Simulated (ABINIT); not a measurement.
CdTe, 2 atoms in the cell. Symmetry: F-43m, No. 216, cubic system. Conventional cell: a = 6.410 Å, b = 6.410 Å, c = 6.410 Å, α = 90.00°, β = 90.00°, γ = 90.00°. Around Te (site symmetry -43m) lie 4 Cd at 2.78 Å. Around Cd (site symmetry -43m) lie 4 Te at 2.78 Å. 

* Program: ABINIT 10.8.3 (patched build)
* Task: phonons
* Functional: PBEsol
* Potentials or basis: PseudoDojo NC SR PBEsol v0.4.1 standard
* Cutoff: 1279 eV
* k mesh: 4 × 4 × 4, with 4 shifts
* Occupations: fixed
* Spin: no spin polarisation
* Stop of the response cycle (tolvrs): 1e-10
* Acoustic sum rule (asr): 1

Potentials or basis: PseudoDojo NC SR PBEsol v0.4.1 standard.

Command:

```bash
$ abinit run.abi > log 2>&1
$ mrgddb < mrgddb.in > mrgddb.log 2>&1
$ anaddb anaddb.abi > anaddb.log 2>&1
```

Hardware: 1 thread of Arm Neoverse V2, on a shared host.

**Question.** Estimate the wall time of this run.

**Answer.** It took 74 min on 1 thread of Arm Neoverse V2, on a shared host, peak memory 0.84 GiB. Counts: scf iterations 157, k points 10, bands 18, plane waves 6859.
